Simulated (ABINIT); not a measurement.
# InP (F-43m) in ABINIT: further runs, part 2 of 2

ABINIT 10.8.3 (patched build).

## (4) Band structure, PBE

Input file run.abi:

```
# Datasets: ground state, then fixed potential
ndtset 2

# Pseudopotentials
pp_dirpath "./"
pseudos "In.GGA_PBE-JTH.xml, P.GGA_PBE-JTH.xml"

# Structure
acell 3*1.0 Angstrom
rprim
     0.0000000000     2.9305000000     2.9305000000
     2.9305000000     0.0000000000     2.9305000000
     2.9305000000     2.9305000000     0.0000000000
ntypat 2
znucl 49 15
natom 2
typat 1 2
xred
     0.0000000000     0.0000000000     0.0000000000
     0.7500000000     0.7500000000     0.7500000000

# Plane-wave basis
ecut 20.0
pawecutdg 40.0

# Exchange and correlation
ixc 11

# Bands and occupations
occopt 3
tsmear 0.00183747

# SCF cycle
nstep 100

# Output
iomode 3
prtwf 0
prteig 0
prtebands 0
enunit 1
prtden1 1

# Dataset 1
kptopt1 1
ngkpt1 8 8 8
nshiftk1 1
shiftk1 0.0 0.0 0.0
nband1 13
tolvrs1 1.0e-9

# Dataset 2: bands along G-X-W-K-G-L-U-W-L-K
iscf2 -2
getden2 1
nband2 17
nbdbuf2 2
tolwfr2 1.0e-12
kptopt2 -9
ndivsm2 5
prteig2 1
prtvol2 -3
kptbounds2
     0.0000000000     0.0000000000     0.0000000000
     0.5000000000     0.0000000000     0.5000000000
     0.5000000000     0.2500000000     0.7500000000
     0.3750000000     0.3750000000     0.7500000000
     0.0000000000     0.0000000000     0.0000000000
     0.5000000000     0.5000000000     0.5000000000
     0.6250000000     0.2500000000     0.6250000000
     0.5000000000     0.2500000000     0.7500000000
     0.5000000000     0.5000000000     0.5000000000
     0.3750000000     0.3750000000     0.7500000000
```

Potentials or basis: JTH PAW PBE v2.0.

The run is started by

```
$ abinit run.abi > log 2>&1
```

run.abo:

```text
.Version 10.8.3 of ABINIT
 DATASET    1 : space group F-4 3 m (#216); Bravais cF (face-center cubic)
================================================================================
 Values of the parameters that define the memory need for DATASET  1.
     intxc =       0    ionmov =       0      iscf =      17    lmnmax =      18
     lnmax =       6     mgfft =      32  mpssoang =       3    mqgrid =    3001
     natom =       2  nloc_mem =       2    nspden =       1   nspinor =       1
    nsppol =       1      nsym =      24    n1xccc =       1    ntypat =       2
    occopt =       3   xclevel =       2
       mpw =        1475          nfft =       32768          nkpt =          29
 PAW method is used; the additional fine FFT grid is defined by:
   mgfftf=        48    nfftf =    110592
================================================================================
================================================================================

[... 1314 lines left out ...]
  18.63681
 kpt#  87, nband= 17, wtk=  1.00000, kpt=  0.3750  0.3750  0.7500 (reduced coord)
  -9.66609   -9.43534   -9.41855   -9.38456   -9.33796   -4.47267   -0.93141    1.37358
   2.73833    7.04621    9.06924   12.18580   12.21849   12.94140   14.55484   17.54491
  18.52920

== END DATASET(S) ==============================================================
================================================================================

 -outvars: echo values of variables after computation  --------
            acell      1.8897261259E+00  1.8897261259E+00  1.8897261259E+00 Bohr
           etotal1    -6.4721328564E+01
            fcart1    -3.6466980588E-29  1.2155660196E-29  1.2155660196E-29
                       3.6466980588E-29 -1.2155660196E-29 -1.2155660196E-29
            rprim      0.0000000000E+00  2.9305000000E+00  2.9305000000E+00
                       2.9305000000E+00  0.0000000000E+00  2.9305000000E+00
                       2.9305000000E+00  2.9305000000E+00  0.0000000000E+00
           strten1    -9.8400565059E-05 -9.8400565059E-05 -9.8400565059E-05
                       0.0000000000E+00  0.0000000000E+00  0.0000000000E+00
           xangst      0.0000000000E+00  0.0000000000E+00  0.0000000000E+00
                       4.3957500000E+00  4.3957500000E+00  4.3957500000E+00
             xred      0.0000000000E+00  0.0000000000E+00  0.0000000000E+00
                       7.5000000000E-01  7.5000000000E-01  7.5000000000E-01
 Calculation completed.
```

Run time: 42 s. Hardware: 1 thread of Arm Neoverse V2, shared host; peak memory 0.13 GiB.

What came out:

* Free energy: -1761.1571 eV
* Band gap on the k mesh: 0.70 eV, direct
* Valence electrons inside the program's atomic spheres: In 11.25; P 1.59

Levels at the corners of the path, in eV from the valence-band top:
```
point  band 7  band 8  band 9  band 10  band 11  band 12
    Γ    0.00    0.00    0.00     0.70     4.08     4.08
    X   -5.76   -2.33   -2.33     1.76     2.27     9.20
    W   -5.61   -2.96   -2.92     4.29     4.37     5.56
    K   -5.62   -3.31   -1.95     2.36     4.38     7.50
    Γ    0.00    0.00    0.00     0.70     4.08     4.08
    L   -5.74   -0.98   -0.98     1.49     4.81     4.81
    U   -5.62   -3.31   -1.95     2.36     4.38     7.50
    W   -5.61   -2.96   -2.92     4.29     4.37     5.56
    L   -5.74   -0.98   -0.98     1.49     4.81     4.81
    K   -5.62   -3.31   -1.95     2.36     4.38     7.50
```

Caveat: the cutoff is too short for stress, so the log's stress isn't used; spin-orbit coupling is left out, which moves the levels of the heavy elements.

## (5) Equation of state, RPBE

Input file run.abi:

```
# Datasets: one volume each
ndtset 7
getwfk -1
scalecart1 3*0.9795861087
scalecart2 3*0.9864848297
scalecart3 3*0.9932883884
scalecart4 3*1.0000000000
scalecart5 3*1.0066227096
scalecart6 3*1.0131594038
scalecart7 3*1.0196128224

# Pseudopotentials
pp_dirpath "./"
pseudos "In.GGA_PBE-JTH_sp.xml, P.GGA_PBE-JTH.xml"

# Structure
acell 4.1443528445 4.1443528445 4.1443528445 Angstrom
rprim
     0.0000000000     0.7071067812     0.7071067812
     0.7071067812     0.0000000000     0.7071067812
     0.7071067812     0.7071067812     0.0000000000
ntypat 2
znucl 49 15
natom 2
typat 1 2
xred
     0.0000000000     0.0000000000     0.0000000000
     0.7500000000     0.7500000000     0.7500000000

# Plane-wave basis
ecut 544.227725 eV
pawecutdg 40.0

# k points
kptopt 1
ngkpt 8 8 8
nshiftk 1
shiftk 0.0 0.0 0.0

# Exchange and correlation
ixc 15

# Bands and occupations
nband 8
occopt 3
tsmear 0.05 eV

# SCF cycle
nstep 100
tolvrs 1.0e-9

# Output
iomode 3
prtwf 1
prtden 0
prteig 0
prtebands 0
enunit 1
```

Potentials or basis: JTH PAW PBE v2.0 sp.

The run is started by

```
$ abinit run.abi > log 2>&1
```

It took 53 s on 1 thread of Arm Neoverse V2, shared host; peak memory 0.16 GiB.

The run converged. Its results:

```
Equilibrium volume : 27.90 Å³/atom (rough: see the caveat)
Bulk modulus       : 56 GPa (rough)
```

Energy against volume, from the lowest point:
| volume (Å³/atom) | energy (meV/atom) |
| --- | --- |
| 23.657 | 145.59 |
| 24.160 | 106.01 |
| 24.663 | 73.44 |
| 25.167 | 47.16 |
| 25.670 | 26.52 |
| 26.173 | 10.97 |
| 26.677 | 0.00 |

Caveat: the cutoff is too short for stress, so the log's stress isn't used; pressures at fixed basis lie under the slope of the energies; the minimum lies outside the volumes run; the PAW data sets were made with another functional, which shifts forces and pressure a little; this set keeps more shells in the core, which shifts pressures and gaps.

## (6) Summary

```csv
task,level,potentials or basis,gap on the mesh (eV)
band structure,PW91,JTH PAW PBE v2.0,0.65
equation of state,LDA-VWN,JTH PAW LDA v2.0,-
band structure,PBE,JTH PAW PBE v2.0,0.70
equation of state,RPBE,JTH PAW PBE v2.0 sp,-
```

Alike in all rows: no spin polarisation; cell as given; k mesh 8 × 8 × 8; cutoff (eV) 544; smearing fermi-dirac 0.05 eV.

Caveats: the PAW data sets were made with another functional, which shifts forces and pressure a little (some runs); spin-orbit coupling is left out, which moves the levels of the heavy elements (some runs); pressures at fixed basis lie under the slope of the energies (some runs); the minimum lies outside the volumes run (some runs); this set keeps more shells in the core, which shifts pressures and gaps (some runs).

Total energies depend on the potentials used, so only differences within one code and one set of settings carry meaning.

## (7) Comparison with measurements

Step 2. Measured gap of InP: 1.4236 eV (direct; 1.6 K; a printed reference work, data compilation). This calculation gives 0.65 eV (-0.78 eV). Spin-orbit coupling on In is left out. The value is that of PW91, without temperature or zero-point motion. Semilocal functionals fall short of measured gaps as a rule.

Step 3. A measured bulk modulus of InP is 71 GPa (a printed reference work, data compilation); the calculated 71 GPa misses it by 0.0 %. That is within the rounding of the quoted value. The fit is for a static lattice scaled at fixed shape and fixed fractional positions.

Step 4. Against the measured gap of InP, 1.4236 eV (direct; 1.6 K; a printed reference work, data compilation), the calculated 0.70 eV is off by -0.73 eV. Spin-orbit coupling on In is left out. The value is that of PBE, without temperature or zero-point motion. Semilocal functionals fall short of measured gaps as a rule.
